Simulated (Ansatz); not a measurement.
**Piezoelectric tensor of ZnSe**

Computed with Ansatz, DFT PBE, scalar-relativistic, plane waves, PAW. Plane waves to 420 eV; Γ-centred k mesh 8×8×8; fixed occupations. No spin polarisation.

Equilibrium structure at this level:
```yaml
crystal:
  lattice:
    - [0.00000, 2.86636, 2.86636]
    - [2.86636, 0.00000, 2.86636]
    - [2.86636, 2.86636, 0.00000]
  atoms:
    - { symbol: Zn, position: [0.00000, 0.00000, 0.00000] }
    - { symbol: Se, position: [0.75000, 0.75000, 0.75000] }
```

The cell has the zinc blende type, in a space group that the Crystallography Open Database lists for this formula; it was reached from a generator's guess.

Problem. Give the relaxed-ion proper piezoelectric stress tensor e_iJ (C/m², Voigt columns xx yy zz yz xz xy).

Solution.
```
x   0.000 0.000 0.000 0.086 0.000 0.000
y   0.000 0.000 0.000 0.000 0.086 0.000
z   0.000 0.000 0.000 0.000 0.000 0.086
```
Signs follow the orientation of the cell as given.

Problem. With the elastic constants (GPa, Voigt order)
```
79.8 45.1 45.1  0.0  0.0  0.0
45.1 79.8 45.1  0.0  0.0  0.0
45.1 45.1 79.8  0.0  0.0  0.0
 0.0  0.0  0.0 37.1  0.0  0.0
 0.0  0.0  0.0  0.0 37.1  0.0
 0.0  0.0  0.0  0.0  0.0 37.1
```
find the strain coefficients d = e·C⁻¹ (pC/N).

Solution.
```
x   0.00 0.00 0.00 2.32 0.00 0.00
y   0.00 0.00 0.00 0.00 2.32 0.00
z   0.00 0.00 0.00 0.00 0.00 2.32
```
